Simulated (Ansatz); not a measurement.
A first try at a convergence test of the plane-wave cutoff of P, space group P2/m, using Ansatz 0.2.0 through its Python package.

Input file `POSCAR`:
```text
P
1.0
   2.42469411    0.00000000    0.00000000
   0.00000000    2.43853514    0.00000000
  -0.02031446    0.00000000    4.85243290
P
2
Direct
   0.00000000    0.00000000    0.25057464
   0.00000003    0.00000000    0.74942536
```

`p.py`
```python
'''Cutoff test for P.'''

import warnings

import ansatz as az
from ase.io import read
import pandas as pd

XC = 'lda'
KMESH = (8, 8, 4)

warnings.simplefilter('ignore', az.DeckWarning)

atoms = read('POSCAR', format='vasp')
xtal = az.Crystal.from_ase(atoms)

model = (
    xtal.calculation()
    .functional(XC)
    .kpoints(mesh=KMESH, center='monkhorst-pack')
    .occupations(az.OccupationsMethod.FIXED)
    .mixing('msr1')
    .stress()
)

rows = []
for value in [250, 350, 450, 550]:
    report = model.basis(value).run(threads=1, backend='cpu').report
    rows.append((value, report['free_energy_ev'] / len(report['lattice']['sites']), report['n_iterations'], sum(report['stress_gpa'][i][i] for i in range(3)) / 3, report['n_pw']))

table = pd.DataFrame(rows, columns=['cutoff (eV)', 'F/atom (eV)', 'iterations', 'P (GPa)', 'plane waves'])
print(table.round(5).to_string(index=False))

# the last row is the reference
for row in rows[:-1]:
    shift = 1000 * (row[1] - rows[-1][1])
    print(f'{row[0]}: {shift:+.2f} meV/atom' + ('  (within 1 meV)' if abs(shift) < 1 else ''))
```

```console
$ python p.py
RunWarning: iter 1: σ=0 fill of 5 bands saw a band overlap (occupied 14.8402 eV > unoccupied 8.2594 eV) — on an unconverged iterate often a transient of an unconverged empty band; one that stands at the close is told there (band_overlap_at_count); if the run fails to converge, the spectrum is likely genuinely metallic [...]
RunWarning: the bands overlap at the fill by count (5 filled at each k-point of a channel): the highest filled level, 14.861823 eV at k-index 2, stands 6.5892 eV over the lowest empty one, 8.272644 eV at k-index 62, so that a fill of the lowest levels lies lower and no gap is reported. A metal, or a carrier in a [...]
 cutoff (eV)  F/atom (eV)  iterations  P (GPa)  plane waves
         250   -724.90107           6  2.19885          241
         350   -725.11238           6  1.85882          419
         450   -725.12101           6  1.82380          625
         550   -725.12148           6  1.81794          855
250: +220.41 meV/atom
350: +9.10 meV/atom
450: +0.47 meV/atom  (within 1 meV)
```
(Warnings from the package without file and line, shortened, repeats left out.)

No error stopped it. What is wrong with the input all the same?

The fault: fixed occupations, though the bands overlap at this level of theory. Mended:

Script `p.py`:
```python
'''Cutoff test for P.'''

import warnings

import ansatz as az
from ase.io import read
import pandas as pd

XC = 'lda'
KMESH = (8, 8, 4)
OCCUPATIONS = 'fermi_dirac'
WIDTH_EV = 0.1

warnings.simplefilter('ignore', az.DeckWarning)

atoms = read('POSCAR', format='vasp')
xtal = az.Crystal.from_ase(atoms)

model = (
    xtal.calculation()
    .functional(XC)
    .kpoints(mesh=KMESH, center='monkhorst-pack')
    .occupations(OCCUPATIONS, width=WIDTH_EV)
    .mixing('msr1')
    .stress()
)

rows = []
for value in [250, 350, 450, 550]:
    report = model.basis(value).run(threads=1, backend='cpu').report
    rows.append((value, report['free_energy_ev'] / len(report['lattice']['sites']), report['n_iterations'], sum(report['stress_gpa'][i][i] for i in range(3)) / 3, report['n_pw']))

table = pd.DataFrame(rows, columns=['cutoff (eV)', 'F/atom (eV)', 'iterations', 'P (GPa)', 'plane waves'])
print(table.round(5).to_string(index=False))

# the last row is the reference
for row in rows[:-1]:
    shift = 1000 * (row[1] - rows[-1][1])
    print(f'{row[0]}: {shift:+.2f} meV/atom' + ('  (within 1 meV)' if abs(shift) < 1 else ''))
```

With that change:

```console
$ python p.py
 cutoff (eV)  F/atom (eV)  iterations  P (GPa)  plane waves
         250   -725.80022           6 -3.20431          241
         350   -726.00807           6 -3.25172          419
         450   -726.01670           6 -3.28408          625
         550   -726.01716           6 -3.28932          855
250: +216.94 meV/atom
350: +9.10 meV/atom
450: +0.46 meV/atom  (within 1 meV)
```

What to keep in mind:
- The mesh is modest for a metal, so energies can be off by several to tens of meV an atom and pressures by half a GPa or more; differences at equal mesh fare better.
- Within a few hundredths of an angstrom the cell has the higher group Pm-3m; the lower one is a small distortion.
- Pressure is positive in compression.
- This isn't the structure that P takes at ambient conditions.
- Shifts are counted from the last row, which is itself no proven limit.
- The script silences the warnings on its input, which a real study should read.
- Finished in 3.8 s on 1 thread of Arm Neoverse V2, with other jobs on the host, peak memory 0.44 GiB.
